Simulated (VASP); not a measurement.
Crystal: Bi.

```
Bi
1.0
     2.26750    1.30914    3.93800
    -2.26750    1.30914    3.93800
     0.00000   -2.61828    3.93800
Bi
2
Cartesian
  0.0000 0.0000 2.7645
  0.0000 0.0000 9.0495
```

| Property | Result |
| --- | --- |
| Program | VASP 6.6.1 |
| Task | relaxation of cell and atoms |
| Functional | r2SCAN |
| Potentials or basis | VASP PAW PBE potentials, release 64 (Bi_d) |
| Cutoff | 600 eV |
| k mesh | 12 × 12 × 12 |
| Occupations | methfessel-paxton, width 0.1 eV |
| Spin | no spin polarisation |

At the start: pressure 1.3 GPa; volume 35.07 Å³/atom.

Problem. How do energy, volume and symmetry change on relaxing?

Solution. Over 17 steps the energy falls by 7.2 meV/atom and the volume is 36.67 Å³/atom (+4.6 %); space group R-3m (No. 166, to 0.05 Å).

Step by step:
| step | energy change (eV) | largest force (eV/Å) | pressure (GPa) | volume (Å³) |
| --- | --- | --- | --- | --- |
| 1 | 0.0000 | 0.0500 | 1.29 | 70.14 |
| 2 | -0.0058 | 0.1697 | -0.74 | 73.05 |
| 3 | -0.0079 | 0.0958 | -0.04 | 72.04 |
| 4 | -0.0098 | 0.0834 | -0.03 | 72.21 |
| 5 | -0.0134 | 0.0462 | 0.03 | 72.72 |
| 6 | -0.0126 | 0.0484 | 0.25 | 73.68 |
| 7 | -0.0143 | 0.0053 | 0.10 | 73.15 |
| 8 | -0.0143 | 0.0084 | 0.11 | 73.12 |
| 9 | -0.0142 | 0.0336 | -0.39 | 73.70 |
| 10 | -0.0144 | 0.0124 | 0.03 | 73.27 |
| 11 | -0.0144 | 0.0139 | 0.07 | 73.31 |
| 12 | -0.0144 | 0.0196 | 0.00 | 73.51 |
| 13 | -0.0143 | 0.0233 | -0.06 | 73.57 |
| 14 | -0.0143 | 0.0228 | -0.16 | 73.53 |
| 15 | -0.0144 | 0.0223 | -0.13 | 73.51 |
| 16 | -0.0141 | 0.0348 | 0.27 | 73.00 |
| 17 | -0.0144 | 0.0044 | 0.01 | 73.35 |

Final structure:
```yaml
crystal:
  lattice:
    - [2.26585, 1.30819, 4.12424]
    - [-2.26585, 1.30819, 4.12424]
    - [0.00000, -2.61638, 4.12424]
  atoms:
    - { symbol: Bi, position: [0.23174, 0.23174, 0.23174] }
    - { symbol: Bi, position: [0.76826, 0.76826, 0.76826] }
```

Caveat: the PAW data sets were made with another functional, which shifts forces and pressure a little.
